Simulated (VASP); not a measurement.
# Cu (I4/mmm) in VASP: a series of runs

Aim: see how the results for Cu move with the level of theory and the settings. Levels: RPBE, PBE. Tasks: single point.

Program: VASP 6.6.1. These are calculated values, not measurements. Logs are shortened: lines on timing, memory, paths and dates and some standing lists are left out, and cuts for length are marked.

### 1 The crystal as given

It takes space group I4/mmm (No. 139, tetragonal). Conventional cell: a = 2.886 Å, b = 2.886 Å, c = 2.752 Å, α = 90.00°, β = 90.00°, γ = 90.00°. Cu (site symmetry 4/mmm) is surrounded by 10 Cu at 2.46 to 2.75 Å.

This isn't the form of Cu at room conditions, which is fcc.

### 2 Single point, RPBE

Input file INCAR:

```
SYSTEM = Cu
ALGO = Normal ; EDIFF = 1E-6
ENCUT = 500 ; GGA = RP
ISIF = 2 ; ISMEAR = 0
LASPH = .True. ; LCHARG = .True.
LELF = .True. ; LREAL = .False.
LVHAR = .True. ; LWAVE = .False.
NELM = 60 ; PREC = Accurate
SIGMA = 0.1
```

Input file KPOINTS:

```
k-points
0
Gamma
  13 13 13
  0 0 0
```

Input file POSCAR:

```
Cu
1.0
   -1.4427933200      1.4427933200      1.3760814500
    1.4427933200     -1.4427933200      1.3760814500
    1.4427933200      1.4427933200     -1.3760814500
Cu
1
Direct
    0.0000000000      0.0000000000      0.0000000000
```

Potentials or basis: VASP PAW PBE potentials, release 64 (Cu).

Run with:

```
cat potpaw_PBE.64/Cu/POTCAR > POTCAR
mpirun -np 1 vasp_std > vasp.out
```

OUTCAR:

```text
SYSTEM = Cu
   EDIFF = 1E-6
   ENCUT = 500
   GGA = RP
   ISIF = 2
   ISMEAR = 0
   LASPH = .True.
   LREAL = .False.
   NELM = 60
   PREC = Accurate

 ion  position               nearest neighbor table
   1  0.000  0.000  0.000-

  LATTYP: Found a body centered tetragonal cell.
 ALAT       =     2.8855866400
 C/A-ratio  =     0.9537620052

  Lattice vectors:

 A1 = (  -1.4427933200,   1.4427933200,   1.3760814500)
 A2 = (   1.4427933200,  -1.4427933200,   1.3760814500)
 A3 = (   1.4427933200,   1.4427933200,  -1.3760814500)

Analysis of symmetry for initial positions (statically):
=====================================================================
 Subroutine PRICEL returns:
 Original cell was already a primitive cell.

 Routine SETGRP: Setting up the symmetry group for a
 body centered tetragonal supercell.

 Subroutine GETGRP returns: Found 16 space group operations
 (whereof 16 operations were pure point group operations)
 out of a pool of 16 trial point group operations.

The static configuration has the point symmetry D_4h.

Analysis of symmetry for dynamics (positions and initial velocities):
=====================================================================
 Subroutine PRICEL returns:
 Original cell was already a primitive cell.

 Routine SETGRP: Setting up the symmetry group for a
 body centered tetragonal supercell.

 Subroutine GETGRP returns: Found 16 space group operations
 (whereof 16 operations were pure point group operations)
 out of a pool of 16 trial point group operations.

The dynamic configuration has the point symmetry D_4h.

 Subroutine INISYM returns: Found 16 space group operations
 (whereof 16 operations are pure point group operations),
 and found     1 'primitive' translations

----------------------------------------------------------------------------------------

                                     Primitive cell

  volume of cell :      11.4581

  direct lattice vectors                    reciprocal lattice vectors
    -1.442793320  1.442793320  1.376081450     0.000000000  0.346549983  0.363350585
     1.442793320 -1.442793320  1.376081450     0.346549983  0.000000000  0.363350585
     1.442793320  1.442793320 -1.376081450     0.346549983  0.346549983  0.000000000

  length of vectors
     2.461078074  2.461078074  2.461078074     0.502116060  0.502116060  0.490095685

  position of ions in fractional coordinates (direct lattice)
     0.000000000  0.000000000  0.000000000

  ion indices of the primitive-cell ions
   primitive index   ion index
                 1           1

----------------------------------------------------------------------------------------

 KPOINTS: k-points

Automatic generation of k-mesh.
 Grid dimensions read from file:
 generate k-points for:   13   13   13

 Generating k-lattice:

  Cartesian coordinates                     Fractional coordinates (reciprocal lattice)
     0.000000000  0.026657691  0.027950045     0.076923077 -0.000000000  0.000000000
     0.026657691  0.000000000  0.027950045    -0.000000000  0.076923077  0.000000000
     0.026657691  0.026657691  0.000000000     0.000000000  0.000000000  0.076923077

  Length of vectors
     0.038624312  0.038624312  0.037699668

  Shift w.r.t. Gamma in fractional coordinates (k-lattice)
     0.000000000  0.000000000  0.000000000

 Subroutine IBZKPT returns following result:
 ===========================================

 Found    196 irreducible k-points:

 Following reciprocal coordinates:
            Coordinates               Weight
  0.000000  0.000000  0.000000      1.000000
  0.076923  0.000000  0.000000      8.000000
  0.153846  0.000000  0.000000      8.000000
  0.230769 -0.000000  0.000000      8.000000
  0.307692  0.000000  0.000000      8.000000
  0.384615 -0.000000  0.000000      8.000000
[... 42 lines left out ...]
 -0.461538  0.461538  0.000000      4.000000
  0.076923  0.076923  0.076923      8.000000
 [... further k-points ...]
   k-points           NKPTS =    196   k-points in BZ     NKDIM =    196   number of bands    NBANDS=      9
   number of dos      NEDOS =    301   number of ions     NIONS =      1
   total plane-waves  NPLWV =   5832
   dimension x,y,z NGX =    18 NGY =   18 NGZ =   18
   dimension x,y,z NGXF=    36 NGYF=   36 NGZF=   36
   ions per type =               1
   NGX,Y,Z   is equivalent  to a cutoff of  12.16, 12.16, 12.16 a.u.
   NGXF,Y,Z  is equivalent  to a cutoff of  24.32, 24.32, 24.32 a.u.
 SYSTEM =  Cu
   PREC   = accura    normal or accurate (medium, high low for compatibility)
   ISTART =      0    job   : 0-new  1-cont  2-samecut
   ICHARG =      2    charge: 1-file 2-atom 10-const
   ISPIN  =      1    spin polarized calculation?
   LNONCOLLINEAR =      F non collinear calculations
   LSORBIT =      F    spin-orbit coupling
   LASPH  =      T    aspherical Exc in radial PAW
   ENCUT  =  500.0 eV  36.75 Ry    6.06 a.u.   4.49  4.49  4.49*2*pi/ulx,y,z
   NELM   =     60;   NELMIN=  2; NELMDL= -5     # of ELM steps
   EDIFF  = 0.1E-05   stopping-criterion for ELM
   LREAL  =      F    real-space projection
   EDIFFG = 0.1E-04   stopping-criterion for IOM
   NSW    =      0    number of steps for IOM
   IBRION =     -1    ionic relax: 0-MD 1-quasi-New 2-CG
   NFREE  =      0    steps in history (QN), initial steepest desc. (CG)
   ISIF   =      2    stress and relaxation
   ISYM   =      2    0-nonsym 1-usesym 2-fastsym
   POTIM  = 0.5000    time-step for ionic-motion
   TEBEG  =    0.0;   TEEND  =   0.0 temperature during run
   PSTRESS=    0.0 pullay stress
   NELECT =      11.0000    total number of electrons
   NUPDOWN=      -1.0000    fix difference up-down
   EMIN   =  10.00;   EMAX   =-10.00  energy-range for DOS
   EFERMI =   0.00;   METHOD = LEGACY
   ISMEAR =     0;   SIGMA  =   0.10  broadening in eV -4-tet -1-fermi 0-gaus
   EFERMI_NEDOS =   21; number of points for ismear=-14 and -15
   IALGO  =     38    algorithm
   IMIX   =      4    mixing-type and parameters
     AMIX     =   0.40;   BMIX     =  1.00
     AMIX_MAG =   1.60;   BMIX_MAG =  1.00
  volume/ion in A,a.u.               =      11.46        77.32
  Fermi-wavevector in a.u.,A,eV,Ry     =   1.614984  3.051878 35.486359  2.608174
  Thomas-Fermi vector in A             =   2.709805
   LORBIT       =      0    0 simple, 1 ext, 2 COOP (PROOUT), +10 PAW based schemes
   GGA     = RP    functional components
   LHFCALC =     F    Hartree Fock is set to
   AEXX    =    0.0000 exact exchange contribution
   IVDW    =     0    specifies the selected vdW correction
   LEPSILON=     F    determine dielectric tensor
   LRPA    =     F    only Hartree local field effects (RPA)
 non-spin polarized calculation
 Gauss-broadening in eV      SIGMA  =   0.10
  energy-cutoff  :      500.00
  volume of cell :       11.46
 maximum number of plane-waves:       313
 NGX is ok and might be reduce to    18
   NGX =  9   NGY =  9   NGZ =  9

 number of electron      10.9999998 magnetization

 Free energy of the ion-electron system (eV)
  ---------------------------------------------------
  ext. energy  EPLUGINS =         0.00000000
  ---------------------------------------------------
  free energy    TOTEN  =        -3.18671701 eV

  energy without entropy =       -3.18504296  energy(sigma->0) =       -3.18587999

 E-fermi :   8.0790     XC(G=0): -12.7673

 val. band max:        8.0574775441   @ k =  -0.0769  -0.4615   0.0769
 cond. band min:       8.0898951168   @ k =  -0.2308   0.4615   0.0769
 fundamental gap:      0.0324175726
 Fermi energy:         8.0789638530

 k-point     1 :       0.0000    0.0000    0.0000
  band No.  band energies     occupation
      1      -1.4479      2.00000
      2       4.8103      2.00000
      3       5.0046      2.00000
      4       5.0046      2.00000
      5       5.8707      2.00000
      6       6.0762      2.00000
      7      32.9500      0.00000
      8      32.9500      0.00000
      9      34.1897      0.00000

 k-point     2 :       0.0769    0.0000    0.0000
  band No.  band energies     occupation
      1      -1.2112      2.00000
      2       4.8154      2.00000
      3       4.9978      2.00000
      4       5.0438      2.00000
      5       5.8708      2.00000
      6       6.0432      2.00000
      7      31.4077      0.00000
      8      32.3847      0.00000
      9      32.6911      0.00000

 k-point     3 :       0.1538    0.0000    0.0000
  band No.  band energies     occupation
      1      -0.5182      2.00000
      2       4.7202      2.00000
      3       4.9596      2.00000
      4       5.2699      2.00000
      5       5.8671      2.00000
      6       5.9943      2.00000
      7      27.4814      0.00000
      8      30.6513      0.00000
      9      31.2430      0.00000

 k-point     4 :       0.2308   -0.0000    0.0000
  band No.  band energies     occupation
      1       0.5611      2.00000
      2       4.5477      2.00000
      3       4.8977      2.00000
      4       5.6506      2.00000
      5       5.8727      2.00000
      6       6.0014      2.00000
      7      23.3097      0.00000
      8      28.7507      0.00000
      9      29.6007      0.00000

 k-point     5 :       0.3077    0.0000    0.0000
  band No.  band energies     occupation
      1       1.8065      2.00000
      2       4.3620      2.00000
      3       5.0201      2.00000
      4       5.9104      2.00000
      5       6.0571      2.00000
      6       6.0913      2.00000
      7      19.3696      0.00000
      8      27.1969      0.00000
      9      27.8298      0.00000

 k-point     6 :       0.3846   -0.0000    0.0000
  band No.  band energies     occupation
      1       2.6676      2.00000
      2       4.2099      2.00000
      3       5.7906      2.00000
      4       6.0098      2.00000
      5       6.1367      2.00000
      6       6.4864      2.00000
      7      15.8688      0.00000
      8      26.1050      0.00000
      9      26.4899      0.00000
[... 361 lines left out ...]
 k-point    37 :      -0.2308    0.2308    0.0000
  band No.  band energies     occupation
      1       0.4686      2.00000
      2       4.7125      2.00000
      3       4.7892      2.00000
      4       5.6921      2.00000
      5       5.7046      2.00000
      6       6.0509      2.00000
      7      22.2975      0.00000
      8      29.7556      0.00000
      9      31.0557      0.00000

 k-point    38 :       0.3077    0.3077    0.0000
  band No.  band energies     occupation
      1       3.8605      2.00000
      2       4.2507      2.00000
      3       4.6055      2.00000
      4       5.9720      2.00000
      5       6.2244      2.00000
      6      11.7025      0.00000
      7      14.0494      0.00000
      8      15.1695      0.00000
      9      25.1778      0.00000

 k-point    39 :       0.3846    0.3077   -0.0000
  band No.  band energies     occupation
      1       3.8927      2.00000
      2       4.3053      2.00000
      3       4.5225      2.00000
      4       6.0253      2.00000
      5       6.1108      2.00000
      6      11.3743      0.00000
      7      14.0654      0.00000
      8      15.5097      0.00000
      9      25.3832      0.00000

 k-point    40 :       0.4615    0.3077   -0.0000
  band No.  band energies     occupation
      1       3.6155      2.00000
      2       4.3085      2.00000
      3       4.6761      2.00000
      4       5.8923      2.00000
      5       6.1309      2.00000
      6       9.2203      0.00000
      7      14.8120      0.00000
      8      18.3371      0.00000
      9      25.9272      0.00000

 [... further k-points ...]
[... 5 lines left out ...]
  --------------------------------------------------------------------------------------
  -------------------------------------------------------------------------------------
  Total        0.9208220      0.9208220      0.9224401      0.0000000      0.0000000      0.0000000
  in kB      128.7579045    128.7579045    128.9841593      0.0000000      0.0000000      0.0000000
  external PRESSURE =     128.8333227 kB  Pullay stress =       0.0000000 kB

 VOLUME and BASIS-vectors are now :
 -----------------------------------------------------------------------------
  energy-cutoff  :      500.00
  volume of cell :       11.46
      direct lattice vectors                 reciprocal lattice vectors
    -1.442793320  1.442793320  1.376081450     0.000000000  0.346549983  0.363350585
     1.442793320 -1.442793320  1.376081450     0.346549983  0.000000000  0.363350585
     1.442793320  1.442793320 -1.376081450     0.346549983  0.346549983  0.000000000

 POSITION                                       TOTAL-FORCE (eV/Angst)
 -----------------------------------------------------------------------------------
      0.00000      0.00000      0.00000         0.000000      0.000000      0.000000
 -----------------------------------------------------------------------------------
    total drift:                                0.000000     -0.000000      0.000000

  FREE ENERGIE OF THE ION-ELECTRON SYSTEM (eV)
  ---------------------------------------------------
  free  energy   TOTEN  =        -3.1867170103 eV

  energy  without entropy=       -3.1850429605  energy(sigma->0) =       -3.18587999
```

Wall time 27 s (1 thread of AMD EPYC 7R43 (Zen 3), shared host); peak memory 0.09 GiB.

Results:

| Property | Result |
| --- | --- |
| Free energy | -3.1867 eV |
| Pressure | 12.9 GPa |
| Band gap on the k mesh | none (metal or under the smearing width) |

Caveat: the PAW data sets were made with another functional, which shifts forces and pressure a little.

### 3 Single point, RPBE

Input file run.py:

```python
from ase.calculators.vasp import Vasp
from ase.dft.bandgap import bandgap
from ase.io import read

atoms = read('Cu.cif', primitive_cell=True, subtrans_included=False)
calc = Vasp(
    directory='calc',
    xc='rpbe',
    pp='PBE',
    setups='minimal',
    prec='Accurate',
    encut=500,
    ediff=1e-07,
    ismear=0,
    sigma=0.1,
    lreal=False,
    lasph=True,
    nelm=80,
    algo='Normal',
    isif=2,
    lwave=False,
    lcharg=False,
    kpts=[13, 13, 13],
    gamma=True,
    nbands=12,
)
atoms.calc = calc

print('energy (eV):', atoms.get_potential_energy())
print('free energy (eV):', atoms.get_potential_energy(force_consistent=True))
print('forces (eV/A):')
print(atoms.get_forces())
print('stress (eV/A^3, Voigt):', atoms.get_stress())
print('Fermi level (eV):', calc.get_fermi_level())
gap, top, bottom = bandgap(calc)
print('band gap (eV):', gap, 'from (spin, k, band)', top, 'to', bottom)
```

Input file Cu.cif:

```cif
data_Cu
_cell_length_a 2.88558664
_cell_length_b 2.88558664
_cell_length_c 2.75216290
_cell_angle_alpha 90.00000000
_cell_angle_beta 90.00000000
_cell_angle_gamma 90.00000000
_space_group_name_H-M_alt 'I4/mmm'
_space_group_name_Hall '-I 4 2'
_space_group_IT_number 139
loop_
_space_group_symop_operation_xyz
'x,y,z'
'-x,-y,-z'
'-y,x,z'
'y,-x,-z'
'-x,-y,z'
'x,y,-z'
'y,-x,z'
'-y,x,-z'
'x,-y,-z'
'-x,y,z'
'-y,-x,-z'
'y,x,z'
'-x,y,-z'
'x,-y,z'
'y,x,-z'
'-y,-x,z'
'x+1/2,y+1/2,z+1/2'
'-x+1/2,-y+1/2,-z+1/2'
'-y+1/2,x+1/2,z+1/2'
'y+1/2,-x+1/2,-z+1/2'
'-x+1/2,-y+1/2,z+1/2'
'x+1/2,y+1/2,-z+1/2'
'y+1/2,-x+1/2,z+1/2'
'-y+1/2,x+1/2,-z+1/2'
'x+1/2,-y+1/2,-z+1/2'
'-x+1/2,y+1/2,z+1/2'
'-y+1/2,-x+1/2,-z+1/2'
'y+1/2,x+1/2,z+1/2'
'-x+1/2,y+1/2,-z+1/2'
'x+1/2,-y+1/2,z+1/2'
'y+1/2,x+1/2,-z+1/2'
'-y+1/2,-x+1/2,z+1/2'
loop_
_atom_site_label
_atom_site_type_symbol
_atom_site_symmetry_multiplicity
_atom_site_Wyckoff_symbol
_atom_site_fract_x
_atom_site_fract_y
_atom_site_fract_z
_atom_site_occupancy
Cu1 Cu 2 a 0.0000000000 0.0000000000 0.0000000000 1
```

Potentials or basis: VASP PAW PBE potentials, release 64 (Cu).

Run with:

```
python run.py
```

It took 33 s on 1 thread of AMD EPYC 7R43 (Zen 3), shared host; peak memory 0.1 GiB.

It converged, with:

| Item | Value |
| --- | --- |
| Free energy | -3.1867 eV |
| Pressure | 12.9 GPa |
| Band gap on the k mesh | none (metal or under the smearing width) |

Levels at points of the mesh, in eV from the Fermi level:
| k point | band 3 | band 4 | band 5 | band 6 | band 7 | band 8 | band 9 | band 10 |
| --- | --- | --- | --- | --- | --- | --- | --- | --- |
| (0.00, 0.00, 0.00) | -3.07 | -3.07 | -2.21 | -2.00 | 24.87 | 24.87 | 26.11 | 28.97 |

Caveat: the PAW data sets were made with another functional, which shifts forces and pressure a little.

(Part 1 of 2 ends here.)
